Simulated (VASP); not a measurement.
Here is a VASP 6.6.1 calculation.

File INCAR:

```
PREC     = Accurate       # precision mode
ENCUT    = 600            # plane-wave cutoff, eV
EDIFF    = 1E-7           # SCF threshold, eV
ISMEAR   = 0              # smearing method
SIGMA    = 0.03           # smearing width, eV
LREAL    = False          # projectors in reciprocal space
LASPH    = True           # aspherical terms in the spheres
NELM     = 80             # most SCF steps
ALGO     = Normal         # electronic algorithm
ISIF     = 3              # what is computed and relaxed
LWAVE    = False          # write WAVECAR
LCHARG   = False          # write CHGCAR
GGA      = PS             # functional
IBRION   = 2              # ionic algorithm
NSW      = 90             # ionic steps
EDIFFG   = -0.005         # ionic threshold
```

KPOINTS

```
Automatic mesh
0
Gamma
  12 12 6
```

The input POSCAR:

```
AlN                                     
1.0
    3.1127044168      0.0000000000     -0.0000000000
   -1.5563522084      2.6956810995      0.0000000000
   -0.0000000000     -0.0000000000      4.9808959601
  Al              N             
     2     2
Direct
     0.3333333332999970    0.6666666667000030    0.9989884320168427
     0.6666666667000030    0.3333333332999970    0.4989884320168428
     0.3333333332999970    0.6666666667000030    0.3810115679831598
     0.6666666667000030    0.3333333332999970    0.8810115679831598
```

Potentials or basis: VASP PAW PBE potentials, release 64 (Al, N).

The run is started by

```bash
$ cat potpaw_PBE.64/Al/POTCAR potpaw_PBE.64/N/POTCAR > POTCAR
$ mpirun -np 1 vasp_std > vasp.out
```

(1) What does it give for the relaxed volume?

(2) Estimate the relaxed cell.

(3) Estimate the band gap on the k mesh.

## Answers

(1) 10.45 Å³/atom.

(2) a = 3.113 Å, b = 3.113 Å, c = 4.982 Å, α = 90.00°, β = 90.00°, γ = 120.00°.

(3) 4.12 eV, direct.

Caveat: the PAW data sets were made with another functional, which shifts forces and pressure a little.
